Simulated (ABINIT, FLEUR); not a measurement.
A FLEUR input for a self-consistent single point of Li3N (P6/mmm, 4 atoms in the cell) (DFT, PBEsol, all-electron FLAPW (FLEUR), scalar-relativistic valence):

Input of the input generator:

```
Li3N FLAPW
&input film=f /
6.7511410051 0.0000000143 0.0000000000
-3.3755705149 5.8466596078 0.0000000000
0.0000000000 0.0000000000 7.2091861127
1.0
1.0 1.0 1.0

4
3 0.0000000000 0.0000000000 0.5000000000
3 0.3333333333 0.6666666667 -0.0000000000
3 0.6666666667 0.3333333333 0.0000000000
7 0.0000000000 0.0000000000 0.0000000000

&comp jspins=1 /
&exco xctyp='PBEs' /
&kpt div1=6 div2=6 div3=5 gamma=t /
&end /
```

```xml
<?xml version="1.0" encoding="UTF-8" standalone="no"?>
<fleurInput fleurInputVersion="0.39">
   <comment>
      Li3N FLAPW                                                                                          
   </comment>
   <calculationSetup>
      <cutoffs Kmax="3.6" Gmax="14.4" GmaxXC="14.4" numbands="0"/>
      <scfLoop itmax="60" minDistance="0.00001" maxIterBroyd="99" imix="Anderson" alpha="0.05" precondParam="0.0" spinf="2.0"/>
      <coreElectrons ctail="T" frcor="F" kcrel="0" coretail_lmax="0"/>
      <xcFunctional name="PBEs" relativisticCorrections="F"/>
      <magnetism jspins="1"/>
      <soc l_soc="F" theta="0.0" phi="0.0" spav="F"/>
      <expertModes spex="0" secvar="F"/>
      <geometryOptimization l_f="T" forcealpha="1.0" forcemix="BFGS" epsdisp="0.00001" epsforce="0.00001"/>
      <ldaU l_linMix="F" mixParam="0.05" spinf="1.0"/>
   </calculationSetup>
   <cell>
      <bzIntegration valenceElectrons="8.0" mode="hist" fermiSmearingEnergy="0.0001">
         <kPointListSelection listName="default-1"/>
         <!-- k-points included here -->
         <xi:include xmlns:xi="http://www.w3.org/2001/XInclude" href="kpts.xml"> </xi:include>
      </bzIntegration>
      <!-- symmetry operations included here -->
      <xi:include xmlns:xi="http://www.w3.org/2001/XInclude" href="sym.xml"> </xi:include>
      <bulkLattice scale="1.0">
         <bravaisMatrix>
            <row-1>    6.7511410051000000     0.0000000143000000     0.0000000000000000</row-1>
            <row-2>   -3.3755705149000002     5.8466596078000004     0.0000000000000000</row-2>
            <row-3>    0.0000000000000000     0.0000000000000000     7.2091861127000003</row-3>
         </bravaisMatrix>
      </bulkLattice>
   </cell>
   <atomSpecies>
      <species name="Lithium (Li)" element="Li" atomicNumber="3">
         <mtSphere radius="1.65" gridPoints="583" logIncrement="0.017"/>
         <atomicCutoffs lmax="6" lnonsphr="4"/>
         <electronConfig flipSpins="F">
            <coreConfig>(1s1/2)</coreConfig>
            <valenceConfig>(2s1/2)</valenceConfig>
            <stateOccupation state="(2s1/2)" spinUp="0.5" spinDown="0.5"/>
         </electronConfig>
         <energyParameters s="2" p="2" d="3" f="4"/>
      </species>
      <species name="Nitrogen (N)" element="N" atomicNumber="7">
         <mtSphere radius="1.65" gridPoints="583" logIncrement="0.018"/>
         <atomicCutoffs lmax="6" lnonsphr="4"/>
         <electronConfig flipSpins="F">
            <coreConfig>(1s1/2)</coreConfig>
            <valenceConfig>(2s1/2) (2p1/2) (2p3/2)</valenceConfig>
            <stateOccupation state="(2p1/2)" spinUp="0.5" spinDown="0.5"/>
            <stateOccupation state="(2p3/2)" spinUp="1.0" spinDown="1.0"/>
         </electronConfig>
         <energyParameters s="2" p="2" d="3" f="4"/>
      </species>
   </atomSpecies>
   <atomGroups>
      <atomGroup species="Lithium (Li)">
         <relPos label="                   1">.0000000000 .0000000000 1.000/2.000</relPos>
         <force calculate="T" relaxXYZ="TTT"/>
      </atomGroup>
      <atomGroup species="Lithium (Li)">
         <relPos label="                   2">1.000/3.000 -1.000/3.000 .0000000000</relPos>
         <relPos label="                   3">-1.000/3.000 1.000/3.000 .0000000000</relPos>
         <force calculate="T" relaxXYZ="TTT"/>
      </atomGroup>
      <atomGroup species="Nitrogen (N)">
         <relPos label="                   4">.0000000000 .0000000000 .0000000000</relPos>
         <force calculate="T" relaxXYZ="TTT"/>
      </atomGroup>
   </atomGroups>
   <output dos="F" band="F" slice="F">
      <checks vchk="F" cdinf="F"/>
      <bandDOS minEnergy="-.5*Htr" maxEnergy="0.5*Htr" sigma="0.015" storeEVData="T"/>
      <vacuumDOS vacdos="F" integ="F" star="F" nstars="0" locx1="0.0" locy1="0.0" locx2="0.0" locy2="0.0" nstm="0" tworkf="0.0"/>
      <unfoldingBand unfoldBand="F" supercellX="1" supercellY="1" supercellZ="1"/>
      <plotting iplot="0" polar="F">
         <plot TwoD="T" vec1="  1.0  0.0  0.0" vec2="  0.0  1.0  0.0" vec3="  0.0  0.0  1.0" zero="  0.0  0.0  0.0" file="plot"/>
      </plotting>
      <chargeDensitySlicing numkpt="0" minEigenval="0.0" maxEigenval="0.0" nnne="0" pallst="F"/>
      <specialOutput eonly="F"/>
      <magneticCircularDichroism mcd="F" energyLo="-10.0" energyUp="0.0"/>
   </output>
  <!-- We include the file relax.xml here to enable relaxations (see documentation) -->
  <xi:include xmlns:xi="http://www.w3.org/2001/XInclude" href="relax.xml"> <xi:fallback/> </xi:include>
</fleurInput>
```

Question: Give the ABINIT input for the same structure, mesh, smearing and functional.

Answer: This is the input that was run; spellings and numerical settings could be chosen otherwise.

```
# Li3N, JTH v2.0 PBE PAW
pp_dirpath "./"
pseudos "Li.GGA_PBE-JTH.xml, N.GGA_PBE-JTH.xml"
acell 3*1.0 Angstrom
rprim
         3.5725499675    0.0000000075    0.0000000000
        -1.7862749903    3.0939190244    0.0000000000
         0.0000000000    0.0000000000    3.8149370000
natom 4
ntypat 2
znucl 3 7
typat 1 1 1 2
xcart
         0.0000000000    0.0000000000    1.9074685000
        -0.0000000044    2.0626126854    0.0000000000
         1.7862749816    1.0313063465    0.0000000000
         0.0000000000    0.0000000000    0.0000000000
      Angstrom
ecut 26
pawecutdg 52
pawxcdev 0
ixc -116133
occopt 1
nband 10
kptopt 1
ngkpt 6 6 5
nshiftk 1
shiftk 0 0 0
nstep 100
tolvrs 1.0e-12
diemac 4
prtwf 0
prtden 0
enunit 1
```

Basis settings and potentials, where a program has them, do not carry over. This input uses DFT, PBEsol, plane waves, PAW (JTH v2.0 PBE PAW, files made for PBE). Both were run: gap on the mesh 1.185 eV in FLEUR and 1.170 in ABINIT.

On FLEUR: the starting cell comes from a database of computed structures (which also holds hypothetical and non-ambient phases and stackings), without a prior relaxation at this level. Its lattice was rescaled by a random factor within 2.5 % of one. Values depend on the basis (sphere radii, cutoffs, local orbitals), which need not be converged.

On ABINIT: the starting cell comes from a database of computed structures (which also holds hypothetical and non-ambient phases and stackings), without a prior relaxation at this level. Its lattice was rescaled by a random factor within 2.5 % of one. The potentials were made for another functional than the one used.
